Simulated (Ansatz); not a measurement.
# Zn (P6_3/mmc) in Ansatz: equation of state

How stiff is Zn in PBEsol, and what volume does it want? The cell is scaled to several volumes.

All numbers are computed with Ansatz 0.2.0; they aren't measurements. Logs are shortened: lines on timing, memory, paths and dates and some standing lists are left out, and cuts for length are marked.

## (1) The crystal as given

Symmetry: P6_3/mmc, No. 194, hexagonal system. The conventional cell has a = 2.670 Å, b = 2.670 Å, c = 4.966 Å, α = 90.00°, β = 90.00°, γ = 120.00°. Zn (site symmetry -6m2) has 12 Zn at 2.67 to 2.92 Å as nearest neighbours.

## (2) Equation of state, PBEsol

Potentials or basis: all-electron LAPW, scalar-relativistic.

This step only gathers the single runs of the series.

What came out:

```yaml
Equilibrium_volume: "14.24 Å³/atom (rough: see the caveat)"
Bulk_modulus_at_fixed_shape_and_positions: 92 GPa (rough)
```

Energy against volume, from the lowest point:
```tsv
volume (Å³/atom)	energy (meV/atom)
14.410	0.00
14.716	3.76
15.023	10.59
15.330	20.13
15.636	32.01
15.943	45.95
16.249	61.67
```

Caveat: the minimum lies outside the volumes run; the cell was scaled at fixed shape and fractional positions, which overstates the stiffness of a crystal with free parameters, most of all of layers and chains.
